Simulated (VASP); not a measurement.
# Bi (R-3m) in VASP: notebook, part 2 of 2

VASP 6.6.1.

### 3 Relaxation of cell and atoms, PBEsol

This run uses another cell than the first one, of 35.07 Å³/atom, 1.015 times its volume.

INCAR

```
ALGO = Normal
EDIFF = 1E-6
EDIFFG = -0.01
ENCUT = 600
GGA = PS
IBRION = 2
ISIF = 3
ISMEAR = 1
LASPH = True
LCHARG = False
LREAL = False
LWAVE = False
NELM = 80
NSW = 90
PREC = Accurate
SIGMA = 0.1
```

KPOINTS

```
k-points
0
Gamma
  12 12 12
```

POSCAR

```
Bi
1.0
    2.2675000000      1.3091417354      3.9380000000
   -2.2675000000      1.3091417354      3.9380000000
    0.0000000000     -2.6182834708      3.9380000000
Bi
2
Direct
    0.2340000000      0.2340000000      0.2340000000
    0.7660000000      0.7660000000      0.7660000000
```

Potentials or basis: VASP PAW PBE potentials, release 64 (Bi_d).

Launch:

```
> cat potpaw_PBE.64/Bi_d/POTCAR > POTCAR
> mpirun -np 1 vasp_std > vasp.out
```

Run time: 14 min. Hardware: 1 thread of Intel Xeon 6975P-C (Granite Rapids), shared host; peak memory 0.42 GiB.

The run converged. Its results:

```
Free energy                            : -8.6059 eV
Relaxed volume                         : 34.39 Å³/atom
Relaxed cell                           : a = 4.674 Å, b = 4.674 Å, c = 4.674 Å, α = 57.93°, β = 57.93°, γ = 57.93°
Space group after relaxing (to 0.05 Å) : R-3m (No. 166)
Energy gained by relaxing              : 3.0 meV/atom
Ionic steps                            : 16
Pressure after relaxing                : 0.0 GPa
Largest force after relaxing           : 0.008 eV/Å
Band gap on the k mesh                 : none (metal or under the smearing width)
```

Forces on the atoms (eV/Å):
```
Bi   0.000  0.000 -0.008
Bi   0.000  0.000  0.008
```

The path:
| step | energy change (eV) | largest force (eV/Å) | pressure (GPa) | volume (Å³) |
| --- | --- | --- | --- | --- |
| 1 | 0.0000 | 0.1593 | -0.25 | 70.14 |
| 2 | -0.0027 | 0.1286 | -0.01 | 69.59 |
| 3 | -0.0041 | 0.0906 | 0.31 | 68.90 |
| 4 | -0.0053 | 0.0038 | -0.17 | 69.26 |
| 5 | -0.0053 | 0.0063 | -0.16 | 69.23 |
| 6 | -0.0057 | 0.0088 | -0.06 | 69.00 |
| 7 | -0.0059 | 0.0185 | 0.00 | 68.82 |
| 8 | -0.0059 | 0.0217 | 0.00 | 68.78 |
| 9 | -0.0059 | 0.0270 | 0.00 | 68.70 |
| 10 | -0.0059 | 0.0208 | 0.04 | 68.74 |
| 11 | -0.0059 | 0.0202 | 0.04 | 68.77 |
| 12 | -0.0060 | 0.0177 | -0.05 | 68.83 |
| 13 | -0.0060 | 0.0169 | -0.04 | 68.84 |
| 14 | -0.0060 | 0.0151 | -0.06 | 68.87 |
| 15 | -0.0060 | 0.0050 | 0.06 | 68.72 |
| 16 | -0.0060 | 0.0075 | 0.01 | 68.78 |

Final structure:
```
CELL_PARAMETERS angstrom
2.26353 1.30685 3.87524
-2.26353 1.30685 3.87524
0.00000 -2.61370 3.87524
ATOMIC_POSITIONS crystal
Bi 0.23691 0.23691 0.23691
Bi 0.76309 0.76309 0.76309
```

Levels at points of the mesh, in eV from the Fermi level:
```
           k point  band 13  band 14  band 15  band 16  band 17  band 18
(0.00, 0.00, 0.00)    -1.47    -1.22    -1.22     2.77     3.08     3.08
(0.50, 0.00, 0.00)    -1.12    -0.99    -0.26    -0.23     0.40     0.82
(0.50, 0.50, 0.00)    -4.85    -3.10    -2.97     2.43     5.08     5.42
(0.50, 0.50, 0.50)    -0.83    -0.51    -0.51     0.54     0.54     0.59
```

Caveat: the PAW data sets were made with another functional, which shifts forces and pressure a little; spin-orbit coupling is left out, which moves the levels of the heavy elements.

### 4 Relaxation of cell and atoms, PBEsol

This run uses another cell than the first one, of 34.39 Å³/atom, 0.995 times its volume.

INCAR: that of step 3 with these lines changed.

```diff
@@ -1,4 +1,4 @@
 ALGO = Normal
-EDIFF = 1E-6
-EDIFFG = -0.01
+EDIFF = 1E-7
+EDIFFG = -0.005
 ENCUT = 600
```

KPOINTS is that of step 3.

POSCAR

```
Bi                                      
1.0
    2.2635333026      1.3068515616      3.8752422238
   -2.2635333026      1.3068515616      3.8752422238
    0.0000000000     -2.6137031231      3.8752422238
  Bi            
     2
Direct
     0.2369106128026608    0.2369106128026608    0.2369106128026608
     0.7630893871973393    0.7630893871973393    0.7630893871973393
```

Launch:

```
> cat potpaw_PBE.64/Bi_d/POTCAR > POTCAR
> mpirun -np 1 vasp_std > vasp.out
```

It took 2.4 min on 1 thread of Intel Xeon 6975P-C (Granite Rapids), shared host; peak memory 0.41 GiB.

Results (log left out):

| Property | Result |
| --- | --- |
| Free energy | -8.6058 eV |
| Relaxed volume | 34.38 Å³/atom |
| Relaxed cell | a = 4.674 Å, b = 4.674 Å, c = 4.674 Å, α = 57.92°, β = 57.92°, γ = 57.92° |
| Space group after relaxing (to 0.05 Å) | R-3m (No. 166) |
| Energy gained by relaxing | 0.0 meV/atom |
| Ionic steps | 2 |
| Pressure after relaxing | 0.0 GPa |
| Band gap on the k mesh | none (metal or under the smearing width) |

Forces on the atoms (eV/Å):
```
Bi   0.000  0.000 -0.003
Bi   0.000  0.000  0.003
```

Final structure:
```xyz
2
Lattice="2.2632 1.3066 3.8756 -2.2632 1.3066 3.8756 0.0000 -2.6133 3.8756" Properties=species:S:1:pos:R:3 pbc="T T T"
Bi    0.0000    0.0000    2.7543
Bi    0.0000    0.0000    8.8726
```

Levels at points of the mesh, in eV from the Fermi level:
| k point | band 12 | band 13 | band 14 | band 15 | band 16 | band 17 | band 18 | band 19 |
| --- | --- | --- | --- | --- | --- | --- | --- | --- |
| (0.00, 0.00, 0.00) | -7.38 | -1.47 | -1.22 | -1.22 | 2.77 | 3.08 | 3.08 | 5.53 |
| (0.50, 0.00, 0.00) | -10.62 | -1.12 | -0.99 | -0.26 | -0.23 | 0.40 | 0.82 | 7.71 |
| (0.50, 0.50, 0.00) | -9.40 | -4.85 | -3.10 | -2.97 | 2.43 | 5.08 | 5.42 | 7.02 |
| (0.50, 0.50, 0.50) | -10.13 | -0.83 | -0.51 | -0.51 | 0.54 | 0.54 | 0.59 | 7.27 |

Caveat: the PAW data sets were made with another functional, which shifts forces and pressure a little; spin-orbit coupling is left out, which moves the levels of the heavy elements.

### 5 Relaxation of cell and atoms, PBE

This run uses another cell than the first one, of 35.07 Å³/atom, 1.015 times its volume.

INCAR

```
SYSTEM = Bi
PREC = Accurate
ENCUT = 600
EDIFF = 1E-6
ISMEAR = 1
SIGMA = 0.1
LREAL = .FALSE.
LASPH = .TRUE.
NELM = 80
ALGO = Normal
ISIF = 3
LWAVE = .FALSE.
LCHARG = .FALSE.
GGA = PE
IBRION = 2
NSW = 90
EDIFFG = -0.01
```

KPOINTS

```
regular mesh
0
G
  12 12 12
  0 0 0
```

POSCAR

```
Bi
1.0
    2.2675000000      1.3091417354      3.9380000000
   -2.2675000000      1.3091417354      3.9380000000
    0.0000000000     -2.6182834708      3.9380000000
Bi
2
Direct
    0.2340000000      0.2340000000      0.2340000000
    0.7660000000      0.7660000000      0.7660000000
```

Launch:

```
> cat potpaw_PBE.64/Bi_d/POTCAR > POTCAR
> mpirun -np 1 vasp_std > vasp.out
```

Run time: 20 min. Hardware: 1 thread of Intel Xeon Platinum 8488C (Sapphire Rapids), shared host; peak memory 0.44 GiB.

It converged, with:

| Quantity | Value |
| --- | --- |
| Free energy | -7.7735 eV |
| Relaxed volume | 36.81 Å³/atom |
| Relaxed cell | a = 4.834 Å, b = 4.834 Å, c = 4.834 Å, α = 56.62°, β = 56.62°, γ = 56.62° |
| Space group after relaxing (to 0.05 Å) | R-3m (No. 166) |
| Energy gained by relaxing | 11.3 meV/atom |
| Ionic steps | 10 |
| Pressure after relaxing | 0.0 GPa |
| Band gap on the k mesh | none (metal or under the smearing width) |

Step by step:
| step | energy change (eV) | largest force (eV/Å) | pressure (GPa) | volume (Å³) |
| --- | --- | --- | --- | --- |
| 1 | 0.0000 | 0.2291 | 2.20 | 70.14 |
| 2 | -0.0140 | 0.1522 | -1.14 | 75.14 |
| 3 | -0.0217 | 0.0168 | 0.01 | 73.20 |
| 4 | -0.0217 | 0.0235 | -0.03 | 73.26 |
| 5 | -0.0220 | 0.0249 | -0.03 | 73.31 |
| 6 | -0.0225 | 0.0321 | -0.04 | 73.46 |
| 7 | -0.0225 | 0.0342 | -0.03 | 73.50 |
| 8 | -0.0226 | 0.0051 | 0.08 | 73.41 |
| 9 | -0.0226 | 0.0101 | 0.07 | 73.41 |
| 10 | -0.0227 | 0.0010 | -0.01 | 73.63 |

Final structure:
```cif
data_structure
_symmetry_space_group_name_H-M 'P 1'
_symmetry_Int_Tables_number 1
_cell_length_a 4.8340
_cell_length_b 4.8340
_cell_length_c 4.8340
_cell_angle_alpha 56.616
_cell_angle_beta 56.616
_cell_angle_gamma 56.616
_cell_volume 73.63
loop_
_atom_site_label
_atom_site_type_symbol
_atom_site_fract_x
_atom_site_fract_y
_atom_site_fract_z
_atom_site_occupancy
Bi1 Bi 0.23385 0.23385 0.23385 1
Bi2 Bi 0.76615 0.76615 0.76615 1
```

Levels at points of the mesh, in eV from the Fermi level:
```tsv
k point	band 12	band 13	band 14	band 15	band 16	band 17	band 18	band 19
(0.00, 0.00, 0.00)	-7.59	-1.42	-1.05	-1.05	2.47	2.91	2.91	5.66
(0.50, 0.00, 0.00)	-10.33	-1.31	-1.08	-0.25	-0.17	0.57	1.11	7.38
(0.50, 0.50, 0.00)	-9.41	-4.39	-2.83	-2.65	2.48	4.73	5.31	6.41
(0.50, 0.50, 0.50)	-9.76	-0.83	-0.48	-0.48	0.78	0.81	0.81	6.90
```

Caveat: spin-orbit coupling is left out, which moves the levels of the heavy elements. PBE usually gives volumes a little too large and moduli too small.

### 6 Relaxation of cell and atoms, PBE

This run uses another cell than the first one, of 36.81 Å³/atom, 1.066 times its volume.

INCAR: that of step 5 with these lines changed.

```diff
@@ -3,3 +3,3 @@
 ENCUT = 600
-EDIFF = 1E-6
+EDIFF = 1E-7
 ISMEAR = 1
@@ -16,2 +16,2 @@
 NSW = 90
-EDIFFG = -0.01
+EDIFFG = -0.005
```

KPOINTS is that of step 5.

POSCAR

```
Bi                                      
1.0
    2.2923225448      1.3234730383      4.0448875252
   -2.2923225448      1.3234730383      4.0448875252
    0.0000000000     -2.6469460767      4.0448875252
  Bi            
     2
Direct
     0.2338487919658584    0.2338487919658584    0.2338487919658584
     0.7661512080341416    0.7661512080341416    0.7661512080341416
```

Potentials or basis: VASP PAW PBE potentials, release 64 (Bi_d).

Launch:

```
> cat potpaw_PBE.64/Bi_d/POTCAR > POTCAR
> mpirun -np 1 vasp_std > vasp.out
```

It took 5.2 min on 1 thread of Intel Xeon Platinum 8488C (Sapphire Rapids), shared host; peak memory 0.44 GiB.

Results (log left out):

```yaml
Free_energy: -7.7742 eV
Relaxed_volume: 36.82 Å³/atom
Relaxed_cell: a = 4.838 Å, b = 4.838 Å, c = 4.838 Å, α = 56.53°, β = 56.53°, γ = 56.53°
Space_group_after_relaxing_to_0.05_Å: R-3m (No. 166)
Energy_gained_by_relaxing: 0.0 meV/atom
Ionic_steps: 3
Pressure_after_relaxing: 0.0 GPa
Largest_force_after_relaxing: 0.003 eV/Å
Band_gap_on_the_k_mesh: none (metal or under the smearing width)
```

Forces in eV/Å, atoms in the order of the input:
```
Bi   0.000  0.000 -0.003
Bi   0.000  0.000  0.003
```

Final structure:
```
Bi
1.0
     2.29111    1.32277    4.05033
    -2.29111    1.32277    4.05033
     0.00000   -2.64555    4.05033
Bi
2
Direct
  0.23381 0.23381 0.23381
  0.76619 0.76619 0.76619
```

Levels at points of the mesh, in eV from the Fermi level:
```csv
k point,band 11,band 12,band 13,band 14,band 15,band 16,band 17,band 18,band 19
"(0.00, 0.00, 0.00)",-12.77,-7.59,-1.44,-1.05,-1.05,2.47,2.90,2.90,5.66
"(0.50, 0.00, 0.00)",-10.97,-10.33,-1.33,-1.08,-0.25,-0.17,0.56,1.12,7.36
"(0.50, 0.50, 0.00)",-11.08,-9.41,-4.39,-2.84,-2.64,2.47,4.73,5.31,6.40
"(0.50, 0.50, 0.50)",-11.67,-9.76,-0.83,-0.48,-0.48,0.79,0.82,0.82,6.88
```

Caveat: spin-orbit coupling is left out, which moves the levels of the heavy elements.

### 7 Summary

```csv
level,gap on the mesh (eV),pressure (GPa),relaxed volume (Å³/atom)
PBE+D3(BJ),none,0.0,34.54
PBEsol,none,0.0,34.38
PBE,none,0.0,36.82
```

Alike in all rows: task relaxation of cell and atoms; potentials or basis VASP PAW PBE potentials, release 64 (Bi_d); no spin polarisation; cell relaxed; k mesh 12 × 12 × 12; cutoff (eV) 600; smearing methfessel-paxton 0.1 eV.

Caveats: spin-orbit coupling is left out, which moves the levels of the heavy elements; pairwise dispersion overbinds metals, which lowers pressure and volume (some runs); the PAW data sets were made with another functional, which shifts forces and pressure a little (some runs).

Absolute energies hang on the potentials; compare differences alone.
